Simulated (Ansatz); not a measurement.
The system is CsPbCl3.

```
Pb Cs Cl
1.0
     5.60500    0.00000    0.00000
     0.00000    5.60500    0.00000
     0.00000    0.00000    5.60500
Pb Cs Cl
1 1 3
Direct
  0.50000 0.50000 0.50000
  0.00000 0.00000 0.00000
  0.50000 0.00000 0.50000
  0.00000 0.50000 0.50000
  0.50000 0.50000 0.00000
```

- Program: Ansatz 0.2.0
- Task: relaxation of cell and atoms
- Functional: r2SCAN
- Potentials or basis: Ansatz PAW
- Cutoff: 500 eV (not typed: the program's choice for these potentials)
- k mesh: 5 × 5 × 5
- Occupations: fermi-dirac, width 0.05 eV
- Spin: no spin polarisation

At the start: volume 35.22 Å³/atom.

**Question.** Where does the relaxation end?

**Answer.** It ends after 4 steps and the volume is 36.46 Å³/atom (+3.5 %); space group Pm-3m (No. 221, to 0.05 Å).

Step by step:
```
step  energy change (eV)  largest force (eV/Å)  volume (Å³)
   1              0.0000                0.0000       176.09
   2             -0.0162                0.0000       180.40
   3             -0.0179                0.0000       182.30
   4             -0.0182                0.0000       182.30
```

Final structure:
```
Pb Cs Cl
1.0
     5.67013    0.00000    0.00000
     0.00000    5.67013    0.00000
     0.00000    0.00000    5.67013
Pb Cs Cl
1 1 3
Direct
  0.50000 0.50000 0.50000
  0.00000 0.00000 0.00000
  0.50000 0.00000 0.50000
  0.00000 0.50000 0.50000
  0.50000 0.50000 0.00000
```

Caveat: the plane-wave basis is chosen anew once the cell has moved, so the energies of steps on either side of that aren't comparable; the PAW data sets come from PBE, with cores solved anew for the run's functional, which leaves a small shift of forces and pressure.
